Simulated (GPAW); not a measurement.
Write an ASE script for GPAW 26.7.0 that does the following.

```
Task                : equation of state
Functional          : LDA
Potentials or basis : JTH PAW 2.0, LDA
Cutoff              : 800 eV
Basis               : pw
k mesh              : 8 × 8 × 8
Occupations         : fermi-dirac, width 0.05 eV
Spin                : collinear spin, ferromagnetic start
Starting moments    : [1.0, 0.0] μB
Maxiter             : 150
Eos scales          : [0.94, 0.96, 0.98, 1.0, 1.02, 1.04, 1.06]
Data set            : Ni jth, O jth
```

The structure of NiO lies in NiO.cif:

```cif
data_NiO
_cell_length_a 2.94991039
_cell_length_b 2.94991039
_cell_length_c 2.94991039
_cell_angle_alpha 60.00000000
_cell_angle_beta 60.00000000
_cell_angle_gamma 60.00000000
_space_group_name_H-M_alt 'P1'
_space_group_name_Hall 'P 1'
_space_group_IT_number 1
loop_
_space_group_symop_operation_xyz
'x,y,z'
loop_
_atom_site_label
_atom_site_type_symbol
_atom_site_symmetry_multiplicity
_atom_site_Wyckoff_symbol
_atom_site_fract_x
_atom_site_fract_y
_atom_site_fract_z
_atom_site_occupancy
Ni1 Ni 1 a 0.0000000000 0.0000000000 0.0000000000 1
O1 O 1 a 0.5000000000 0.5000000000 0.5000000000 1
```

The input as run:

run.py

```python
from ase.eos import EquationOfState
from ase.io import Trajectory, read
from ase.units import GPa
from gpaw import GPAW, PW, setup_paths

setup_paths.insert(0, '.')

atoms = read('NiO.cif')
atoms.set_initial_magnetic_moments([1.0, 0.0])

traj = Trajectory('eos.traj', 'w')
volumes, energies = [], []
for x in [0.94, 0.96, 0.98, 1.0, 1.02, 1.04, 1.06]:
    a = atoms.copy()
    a.set_cell(atoms.cell * x**(1 / 3), scale_atoms=True)
    calc = GPAW(mode=PW(800),
                xc='LDA',
                kpts={'size': (8, 8, 8), 'gamma': True},
                occupations={'name': 'fermi-dirac', 'width': 0.05},
                setups={'Ni': 'jth', 'O': 'jth'},
                nbands=-11,
                convergence={'density': 1e-05, 'energy': 1e-05},
                maxiter=150,
                txt=f'eos-{x:.2f}.txt')
    a.calc = calc
    energies.append(a.get_potential_energy(force_consistent=True))
    volumes.append(a.get_volume())
    p = -a.get_stress()[:3].mean() / GPa
    calc.write(f'eos-{x:.2f}.gpw')
    traj.write(a)
    print(f'{x:.2f} {volumes[-1]:10.4f} A^3 {energies[-1]:14.6f} eV {p:9.3f} GPa', flush=True)

v0, e0, B = EquationOfState(volumes, energies, eos='birchmurnaghan').fit()
print(f'V0 = {v0:.4f} A^3, E0 = {e0:.6f} eV, B0 = {B / GPa:.2f} GPa')
```

Potentials or basis: JTH PAW 2.0, LDA, pw.

Command:

```sh
$ OMP_NUM_THREADS=1 python run.py
```

Results of the run:

The equilibrium volume is 8.31 Å³/atom (rough: see the caveat). The bulk modulus is 248 GPa (rough).

Caveat: the minimum lies outside the volumes run; the program truncates these outside data sets.

It took 89 s on 1 thread of Intel(R) Xeon(R) Platinum 8488C (Sapphire Rapids), with other jobs on the host, peak memory 0.27 GiB.
